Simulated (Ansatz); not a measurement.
Space group Pm-3m (No. 221). a = 3.488 Å, b = 3.488 Å, c = 3.488 Å, α = 90.00°, β = 90.00°, γ = 90.00°
```csv
atom,site,symmetry,x,y,z
Fe,1a,m-3m,0.0000,0.0000,0.0000
Co,3c,4/mm.m,0.5000,0.5000,0.0000
```

Equation of state of this FeCo3 structure (not necessarily the ground state), with shape and atoms relaxed at each volume where symmetry leaves them free. It has no gap at any of these volumes. The calculation used DFT PBEsol, scalar-relativistic, plane waves, PAW in Ansatz.

Cutoff 420 eV; k points 12×12×12 on the computed 4-atom cell (Γ-centred); Gaussian smearing, width 0.10 eV; collinear spin.

```csv
V (Å³/atom),E − E(largest V) (meV/atom),P (GPa)
9.969,5.88,15.49
10.288,-16.93,7.38
10.606,-24.45,0.00
10.924,-17.85,-6.33
11.242,0.00,-11.44
```

Question: Fit a third-order Birch–Murnaghan equation to E(V).

Answer: V0 = 10.61 Å³/atom, B0 = 227 GPa, B0' = 3.9.

Only parallel moments were tried here.